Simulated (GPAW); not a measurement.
# Surface energy and work function of Nb(100) from slabs of 4 to 14 layers (PBE)

How do energy and work function of Nb(100) films settle with thickness, and what surface energy follows?

Set-up. GPAW 26.7.0, plane waves at 450 eV with PAW setups; symmetric 1×1 slabs cut at the tabulated lattice constant (two decimals; low-temperature values for the alkali metals), atoms at bulk places, 7.5 Å of vacuum on each side, one in-plane mesh for all thicknesses, Fermi-Dirac smearing of 0.1 eV. Energies are extrapolated to zero smearing and count from the program's reference atoms. Functional PBE. The cell's area is 10.890 Å².

What came out, but for one run:

| layers | energy (eV) | work function (eV) |
| --- | --- | --- |
| 4 | −37.7802 | 3.73 |
| 5 | −48.2527 | 3.73 |
| 6 | −58.6542 | 3.73 |
| 7 | −68.9714 | 3.73 |
| 8 | −79.3373 | 3.74 |
| 9 | −89.7071 | 3.74 |
| 10 | −100.0411 | 3.74 |
| 11 | −110.3971 | 3.74 |
| 12 | −120.7474 | 3.74 |
| 14 | ? | ? |

Q: What surface energy do these runs give, and what energy and work function should the 14-layer slab have?

**Working.** A slab of n layers has E(n) = nε + 2Aγ once its middle is bulk-like. A line through n = 6 to 12 has the slope ε = −10.3512 eV a layer and the intercept 2Aγ = 3.4675 eV (r.m.s. residual 10.8 meV). So γ = 3.4675 / (2 × 10.890 Å²) = 0.1592 eV/Å² = 2.55 J/m², with a standard error of about 0.02 J/m² from the scatter about the line. For 14 layers: 3.4675 + 14 × (−10.3512) = −141.450 eV; the run gives −141.445 eV, 4.8 meV over the line. The work function has no such law: from 6 to 12 layers it moves between 3.73 and 3.74 eV (mean 3.74), and the 14-layer slab gives 3.74 eV. The thinnest slab, 4 layers, lies −0.01 eV from that mean. The measured value for this face is 3.97 eV (“Anisotropic work function of elemental crystals” (2019, arxiv:1902.07811)); the unrelaxed 14-layer slab lies 0.23 eV under it.

Caveats: The surfaces are unrelaxed, so γ is an upper bound for this functional and lattice constant. The tabulated lattice constant isn't the functional's own, which strains the slab a little.
